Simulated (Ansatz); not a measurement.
**Compressing Sr: a fit and a missing row**

Sr, Fm-3m, a = 6.026 Å. Ansatz: PBE, PAW, 420 eV, Γ-centred 12×12×12 mesh on 1 atom, Gaussian smearing 0.10 eV; no spin polarisation. Symmetry fixes shape and atoms, so the cell is only scaled; pressure is positive in compression.

```tsv
V (Å³/atom)	P (GPa)
48.132	?
49.773	1.31
51.414	0.81
53.054	0.38
54.695	0.01
56.336	-0.32
57.977	-0.60
60.165	-0.93
```

Task: Take V0 = 54.695 Å³/atom, count pressures from its P0 = 0.01 GPa, fit the third-order Birch–Murnaghan form to the other rows, and predict the missing pressure.

Result: With the Eulerian strain f = ½[(V0/V)^(2/3) − 1] and y = (P − P0)/[3f(1 + 2f)^(5/2)], the form is the line y = B0 + 1.5 B0 (B0′ − 4) f. Rows (f, y): 0.03244, 11.42; 0.02105, 11.43; 0.01026, 11.43; -0.00976, 11.84; -0.01905, 11.76; -0.03078, 11.93. Means f = 0.0006933, y = 11.635; Σ(Δf)² = 0.003003, ΣΔfΔy = -0.02686; the slope is their ratio. y = 11.64 − 8.942 f GPa, so B0 = 11.6 GPa and B0′ = 4 + 2 × (-8.942)/(3 × 11.64) = 3.49. At V = 48.132, f = 0.04448, y = 11.242 and P = 1.87 GPa. The run gave 1.89 GPa, so the fit is 0.02 GPa too low, a small miss on the scale of the series.